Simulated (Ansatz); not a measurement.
# Relativistic treatment of Si

```xyz
2
Lattice="0.0000 2.7155 2.7155 2.7155 0.0000 2.7155 2.7155 2.7155 0.0000" Properties=species:S:1:pos:R:3 pbc="T T T"
Si    2.7155    2.7155    2.7155
Si    4.0732    4.0732    4.0732
```

Atoms are numbered in the order listed.

The structure is an experimental refinement, used without relaxation.

One fixed cell is solved with PBE by full-potential LAPW in Ansatz 0.2.0 under different relativistic treatments. Pressure is positive in compression.

The runs use a Γ-centred 11×11×11 k mesh, Fermi–Dirac smearing of 0.08 eV, basis error target 0.25 meV/atom, no spin polarisation.

| setting | P (GPa) | gap over the k mesh and a high-symmetry path (eV) | lowest level at Γ above −25 eV, from the valence-band top or, without a gap, the Fermi level (eV) |
| --- | --- | --- | --- |
| scalar-relativistic | 1.97 | 0.58 | -11.96 |
| non-relativistic | 2.02 | 0.60 | -11.92 |
